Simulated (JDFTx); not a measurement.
## HgTe (Coloradoite): equation of state with PBEsol

**Experimental background.**

A printed reference work, monograph reports, for a bulk crystal of HgTe: bulk modulus 43 GPa.

HgTe (Coloradoite):

```
CELL_PARAMETERS angstrom
0.00000 3.21450 3.21450
3.21450 0.00000 3.21450
3.21450 3.21450 0.00000
ATOMIC_POSITIONS crystal
Hg 0.00000 0.00000 0.00000
Te 0.75000 0.75000 0.75000
```

| Item | Value |
| --- | --- |
| Program | JDFTx 1.7.0 (patched build) |
| Task | equation of state |
| Functional | PBEsol |
| Potentials or basis | PseudoDojo-SR-PBEsol-0.4.1-standard with smoothed tails |
| Cutoff | 1088 eV |
| Density cutoff | 8708 eV |
| k mesh | 7 × 7 × 7 |
| Occupations | fermi-dirac, width 0.05 eV |
| Spin | no spin polarisation |
| Local potential set to -Z/r beyond | 6 bohr |
| Bands | 25 |
| Density cutoff over wavefunction cutoff | 8 |
| Max SCF steps | 100 |
| SCF threshold on the energy | 1e-09 Ha |
| Solver of the electrons | scf |

- Equilibrium volume: 34.55 Å³/atom
- Bulk modulus: 42 GPa
- Pressure derivative of the bulk modulus: 5.2

Energy against volume, from the lowest point:
```csv
volume (Å³/atom),energy (meV/atom)
31.223,51.90
31.887,31.83
32.551,17.18
33.215,7.34
33.880,1.78
34.544,0.00
35.208,1.59
```

A measured bulk modulus of HgTe is 43 GPa (a printed reference work, monograph); the calculated 42 GPa misses it by -2.1 %. The fit is for a static lattice scaled at fixed shape and fixed fractional positions.

The run has no spin-orbit coupling, so splittings on Hg, Te are missing.
